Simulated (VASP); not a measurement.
**Sb under changes of volume**

One of the cells (31.597 Å³/atom); the others are scaled copies at fixed shape and fractional positions:

```
Sb
1.0
     2.17246    1.25427    3.86524
    -2.17246    1.25427    3.86524
     0.00000   -2.50854    3.86524
Sb
2
Direct
  0.76844 0.76844 0.76844
  0.23156 0.23156 0.23156
```

| Item | Value |
| --- | --- |
| Program | VASP 6.6.1 |
| Functional | r2SCAN |
| Potentials or basis | VASP PAW PBE potentials, release 64 (Sb) |
| Cutoff | 520 eV |
| k mesh | 8 × 8 × 8 |
| Occupations | fermi-dirac, width 0.05 eV |
| Spin | no spin polarisation |

```csv
volume (Å³/atom),energy over the lowest point (meV/atom),pressure (GPa),largest force (eV/Å)
30.333,?,?,?
30.965,2.24,1.1,0.118
31.597,0.00,0.1,0.001
32.229,1.99,-0.9,0.111
32.860,7.80,-1.9,0.212
```

Task: What does the run at 30.333 Å³/atom give?

Result: Energy over the lowest point 9.24 meV/atom; pressure 2.4 GPa; largest force 0.245 eV/Å.

Worked out: A Birch-Murnaghan fit of order 2 (a polynomial in V^(-2/3)) to the other rows has its minimum at 31.60 Å³/atom with B0 = V·E''(V) = 54 GPa at fixed shape and positions, which overstates the stiffness. It gives 9.16 meV/atom at 30.333 Å³/atom, against the run's 9.24, and -dE/dV = 2.4 GPa, against 2.4.

Energies are extrapolated to zero smearing.

Caveats: the PAW data sets were made with another functional, which shifts forces and pressure a little.
